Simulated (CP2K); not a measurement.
Crystal: As.

```
As
1.0
     4.13100    0.00000    0.00000
     2.41839    3.34911    0.00000
     2.41839    1.23667    3.11243
As
2
Cartesian
  2.0267 1.0364 0.7034
  6.9411 3.5494 2.4090
```

Program: CP2K 2026.2. Alike in all runs: task band structure; no spin polarisation; cell as given; k mesh 9 × 9 × 9.

**Question.** Order these runs on this cell by their pressure, lowest first.
A. level LDA; potentials or basis GTH_POTENTIALS As GTH-PADE-q5; TZVP-MOLOPT-PBE-GTH basis; smearing fermi-dirac 0.1 eV; basis sets As TZVP-MOLOPT-PBE-GTH-q5; potentials As GTH-PADE-q5 of GTH_POTENTIALS; points a segment of the path (NPOINTS) 10; bands added on the path 2; CUTOFF of the grids 450 Ry
B. level r2SCAN; potentials or basis POTENTIAL_UZH As GTH-SCAN-q5; TZVP-MOLOPT-SCAN-GTH basis; smearing fermi-dirac 0.0259 eV; basis sets As TZVP-MOLOPT-SCAN-GTH-q5; potentials As GTH-SCAN-q5 of POTENTIAL_UZH; points a segment of the path (NPOINTS) 6; bands added on the path 4; CUTOFF of the grids 675 Ry
C. level PBEsol; potentials or basis POTENTIAL_UZH As GTH-PBE-q5; TZVP-MOLOPT-PBE-GTH basis; smearing fermi-dirac 0.0259 eV; basis sets As TZVP-MOLOPT-PBE-GTH-q5; potentials As GTH-PBE-q5 of POTENTIAL_UZH; points a segment of the path (NPOINTS) 8; bands added on the path 4; CUTOFF of the grids 450 Ry

**Answer.** A (-1.2 GPa), B (0.9 GPa), C (2.7 GPa).

Caveats: the basis of atomic orbitals isn't converged, which shifts pressures, moduli and gaps; the potentials were made for another functional, which shifts forces and pressure (some runs).
